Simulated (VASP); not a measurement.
A calculation with VASP 6.6.1 of WC (Qusongite) (native input, structure from a POSCAR):

The input INCAR:

```
ALGO = Fast
EDIFF = 1E-6
ENCUT = 520
GGA = PE
ISIF = 2
ISMEAR = 0
LASPH = True
LCHARG = False
LREAL = False
LWAVE = False
NELM = 60
PREC = Accurate
SIGMA = 0.02
```

KPOINTS

```
k-points
0
Gamma
  10 10 9
```

Contents of POSCAR:

```
WC
1.0
    2.9065000000      0.0000000000      0.0000000000
   -1.4532500000      2.5171028361      0.0000000000
    0.0000000000      0.0000000000      2.8366000000
W C
1 1
Cartesian
    0.0000000000      0.0000000000      0.0000000000
    1.4532500001      0.8390342786      1.4183000000
```

Potentials or basis: VASP PAW PBE potentials, release 54 (W_sv, C).

Command:

```bash
$ cat potpaw_PBE.54/W_sv/POTCAR potpaw_PBE.54/C/POTCAR > POTCAR
$ mpirun -np 1 vasp_std > vasp.out
```

**Question.** Write the same calculation in another form: ASE script, structure from a CIF.

**Answer.** As run:

run.py

```python
from ase.calculators.vasp import Vasp
from ase.dft.bandgap import bandgap
from ase.io import read

atoms = read('WC.cif', primitive_cell=True, subtrans_included=False)
calc = Vasp(
    directory='calc',
    xc='pbe',
    pp='PBE',
    setups={'base': 'minimal', 'W': '_sv'},
    pp_version='54',
    prec='Accurate',
    encut=520,
    ediff=1e-06,
    ismear=0,
    sigma=0.02,
    lreal=False,
    lasph=True,
    nelm=100,
    algo='Fast',
    isif=2,
    lwave=False,
    lcharg=False,
    kpts=[10, 10, 9],
    gamma=True,
    nbands=16,
)
atoms.calc = calc

print('energy (eV):', atoms.get_potential_energy())
print('free energy (eV):', atoms.get_potential_energy(force_consistent=True))
print('forces (eV/A):')
print(atoms.get_forces())
print('stress (eV/A^3, Voigt):', atoms.get_stress())
print('Fermi level (eV):', calc.get_fermi_level())
gap, top, bottom = bandgap(calc)
print('band gap (eV):', gap, 'from (spin, k, band)', top, 'to', bottom)
```

The input WC.cif:

```cif
data_WC
_cell_length_a 2.90650000
_cell_length_b 2.90650000
_cell_length_c 2.83660000
_cell_angle_alpha 90.00000000
_cell_angle_beta 90.00000000
_cell_angle_gamma 120.00000000
_space_group_name_H-M_alt 'P-6m2'
_space_group_name_Hall 'P -6 2'
_space_group_IT_number 187
loop_
_space_group_symop_operation_xyz
'x,y,z'
'-x+y,-x,-z'
'-y,x-y,z'
'x,y,-z'
'-x+y,-x,z'
'-y,x-y,-z'
'-y,-x,-z'
'x,x-y,z'
'-x+y,y,-z'
'-y,-x,z'
'x,x-y,-z'
'-x+y,y,z'
loop_
_atom_site_label
_atom_site_type_symbol
_atom_site_symmetry_multiplicity
_atom_site_Wyckoff_symbol
_atom_site_fract_x
_atom_site_fract_y
_atom_site_fract_z
_atom_site_occupancy
W1 W 1 a 0.0000000000 0.0000000000 0.0000000000 1
C1 C 1 f 0.6666666667 0.3333333333 0.5000000000 1
```

Potentials or basis: VASP PAW PBE potentials, release 54 (W_sv, C).

Command:

```sh
$ python run.py
```

Both were run:

|  | native input, structure from a POSCAR | ASE script, structure from a CIF |
| --- | --- | --- |
| Pressure | 6.8 GPa | 6.7 GPa |
| Band gap on the k mesh | none (metal or under the smearing width) | none (metal or under the smearing width) |

Keys that steer only the numerical path or the files written may differ.
